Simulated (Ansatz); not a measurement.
An inverse problem

Cell vectors (Å):

```
 3.0758  0.0000  0.0000
-1.5379  2.6637  0.0000
 0.0000  0.0000  5.0475
```

| atom | a | b | c |
| --- | --- | --- | --- |
| Si | 0.3333 | 0.6667 | 0.0046 |
| Si | 0.6667 | 0.3333 | 0.5046 |
| X | 0.3333 | 0.6667 | 0.3804 |
| X | 0.6667 | 0.3333 | 0.8804 |

Theory: PBEsol, PAW on Ansatz 0.2.0's default frozen-core files (fitted under PBE), scalar-relativistic. k mesh 8×8×6, strains of ±0.003, fixed occupations.

Elastic constants of a crystal by Kohn-Sham DFT: slopes of the stress over finite engineering strains of the given cell, Voigt indices, Cartesian axes as in the cell vectors.

| index | elastic (GPa) |
| --- | --- |
| 11 | 503.8 |
| 12 | 111.1 |
| 13 | 57.5 |
| 33 | 544.3 |
| 44 | 149.8 |

Problem. All X atoms are one element. Which one was computed?

Solution. C; the crystal is SiC (P6_3mc).

Caveats: frozen-core PAW files fitted under PBE, their cores solved anew for the functional of the run; constants at zero field, no piezoelectric stiffening.
